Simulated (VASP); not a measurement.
All values below come from r2SCAN meta-GGA, VASP's PBE PAW potentials (set 64) (plane waves; VASP).

Input for VASP

**KPOINTS**
```
Automatic mesh
0
Gamma
6 6 6
0 0 0
```

POSCAR:
```
CsCl
1
    4.1428824753    -0.0000000000    -0.0000000000
    0.0000000000     4.1428824753     0.0000000000
    0.0000000000     0.0000000000     4.1428824753
Cs Cl
1 1
Direct
  0.0000000000   0.0000000000   0.0000000000
  0.5000000000   0.5000000000   0.5000000000
```

INCAR:
```
# general
SYSTEM  = CsCl
PREC    = Accurate
ENCUT   = 480
LREAL   = .FALSE.   # projection in real space or not
LASPH   = .TRUE.   # aspherical one-centre terms

# electronic loop
EDIFF   = 1E-7
NELM    = 100
ALGO    = Normal   # blocked Davidson
LMAXMIX = 4   # l cut-off of mixed one-centre charges
LMIXTAU = .TRUE.

# smearing
ISMEAR  = 0
SIGMA   = 0.05   # width (eV)

# functional
METAGGA = R2SCAN

# ions
ISIF    = 2   # forces and stress, cell fixed

# output
LWAVE   = .FALSE.
LCHARG  = .FALSE.
```

POTCAR, in this order: Cs_sv Cl (PBE.64 set). Program: vasp_std.

The run wrote:

### OSZICAR
```
       N       E                     dE             d eps       ncg     rms          rms(c)
DAV:   1     0.624698261446E+02    0.62470E+02   -0.67348E+03   480   0.109E+03
DAV:   2    -0.332459406995E+02   -0.95716E+02   -0.90934E+02   780   0.187E+02
DAV:   3    -0.395187954265E+02   -0.62729E+01   -0.62485E+01   596   0.546E+01
DAV:   4    -0.395839989319E+02   -0.65204E-01   -0.65154E-01   580   0.673E+00
DAV:   5    -0.395849627230E+02   -0.96379E-03   -0.96369E-03   612   0.800E-01    0.237E+00
DAV:   6    -0.357671599305E+02    0.38178E+01   -0.84728E-01   536   0.862E+00    0.271E+00
DAV:   7    -0.348707847366E+02    0.89638E+00   -0.58867E-01   540   0.692E+00    0.629E-01
DAV:   8    -0.358968658757E+02   -0.10261E+01   -0.45279E-01   484   0.626E+00    0.119E+00
DAV:   9    -0.354617946950E+02    0.43507E+00   -0.33696E-01   480   0.734E+00    0.603E-01
DAV:  10    -0.355046783837E+02   -0.42884E-01   -0.34430E-01   488   0.631E+00    0.166E-01
DAV:  11    -0.355175254492E+02   -0.12847E-01   -0.11256E-02   540   0.149E+00    0.171E-01
DAV:  12    -0.355163915621E+02    0.11339E-02   -0.40070E-03   512   0.877E-01    0.143E-01
DAV:  13    -0.355227115320E+02   -0.63200E-02   -0.56211E-03   492   0.991E-01    0.496E-02
DAV:  14    -0.355241006607E+02   -0.13891E-02   -0.64302E-04   524   0.403E-01    0.614E-03
DAV:  15    -0.355240955830E+02    0.50777E-05   -0.93632E-06   584   0.385E-02    0.360E-03
DAV:  16    -0.355241194736E+02   -0.23891E-04   -0.60660E-05   492   0.103E-01    0.351E-03
DAV:  17    -0.355241352043E+02   -0.15731E-04   -0.13157E-05   500   0.452E-02    0.207E-03
DAV:  18    -0.355241346577E+02    0.54666E-06   -0.98956E-07   584   0.116E-02    0.130E-03
DAV:  19    -0.355241349453E+02   -0.28762E-06   -0.17239E-07   372   0.522E-03    0.673E-04
DAV:  20    -0.355241349633E+02   -0.18044E-07   -0.64742E-08   368   0.301E-03
   1 F= -.35524135E+02 E0= -.35524135E+02  d E =-.220155E-13
```

**OUTCAR**
```
------------------------ aborting loop because EDIFF is reached ----------------------------------------
  FORCE on cell =-STRESS in cart. coord.  units (eV):
  Direction    XX          YY          ZZ          XY          YZ          ZX
  --------------------------------------------------------------------------------------
  Total       -0.0163081     -0.0163081     -0.0163081      0.0000000      0.0000000      0.0000000
  in kB       -0.3674561     -0.3674561     -0.3674561      0.0000000      0.0000000      0.0000000
  external PRESSURE =      -0.3674561 kB  Pullay stress =       0.0000000 kB
  volume of cell :       71.11
      direct lattice vectors                 reciprocal lattice vectors
     4.142882475  0.000000000  0.000000000     0.241377834  0.000000000  0.000000000
     0.000000000  4.142882475  0.000000000     0.000000000  0.241377834  0.000000000
     0.000000000  0.000000000  4.142882475     0.000000000  0.000000000  0.241377834
 POSITION                                       TOTAL-FORCE (eV/Angst)
 -----------------------------------------------------------------------------------
      0.00000      0.00000      0.00000         0.000000      0.000000      0.000000
      2.07144      2.07144      2.07144         0.000000      0.000000      0.000000
 -----------------------------------------------------------------------------------
    total drift:                                0.000000      0.000000     -0.000000
  FREE ENERGIE OF THE ION-ELECTRON SYSTEM (eV)
  ---------------------------------------------------
  free  energy   TOTEN  =       -35.5241349633 eV

  energy  without entropy=      -35.5241349633  energy(sigma->0) =      -35.52413496
```
(Selected blocks of OUTCAR.)

**OUTCAR**
```
 val. band max:       -0.7636641330   @ k =   0.0000   0.0000   0.0000

 cond. band min:       5.1467858325   @ k =   0.0000   0.0000   0.0000


 Fermi energy:        -0.5207530726

 k-point     1 :       0.0000    0.0000    0.0000
  band No.  band energies     occupation
      1     -20.6696      2.00000
      2     -13.4736      2.00000
      3      -6.7891      2.00000
      4      -6.7891      2.00000
      5      -6.7891      2.00000
      6      -0.7637      2.00000
      7      -0.7637      2.00000
      8      -0.7637      2.00000
      9       5.1468      0.00000
     10       5.1468      0.00000
     11       5.2219      0.00000
     12       9.9312      0.00000

 k-point     2 :       0.1667    0.0000    0.0000
  band No.  band energies     occupation
      1     -20.6493      2.00000
      2     -13.4829      2.00000
      3      -6.9323      2.00000
      4      -6.7559      2.00000
      5      -6.7559      2.00000
      6      -1.0903      2.00000
      7      -0.8175      2.00000
      8      -0.8175      2.00000
      9       5.3341      0.00000
     10       5.7275      0.00000
     11       5.9129      0.00000
     12       9.7131      0.00000

 k-point     3 :       0.3333    0.0000    0.0000
  band No.  band energies     occupation
      1     -20.6080      2.00000
      2     -13.5043      2.00000
      3      -7.1899      2.00000
      4      -6.6875      2.00000
      5      -6.6875      2.00000
      6      -1.6430      2.00000
      7      -0.9294      2.00000
      8      -0.9294      2.00000
      9       5.8200      0.00000
     10       6.8484      0.00000
     11       7.6381      0.00000
     12       9.4484      0.00000

 k-point     4 :       0.5000    0.0000    0.0000
  band No.  band energies     occupation
      1     -20.5871      2.00000
      2     -13.5163      2.00000
      3      -7.3062      2.00000
      4      -6.6522      2.00000
      5      -6.6522      2.00000
      6      -1.8853      2.00000
...
```

Unless said otherwise, spin-orbit coupling is left out, though it shifts the bands of the heavy elements here.

The compound is CsCl in the CsCl type structure. It was relaxed first.
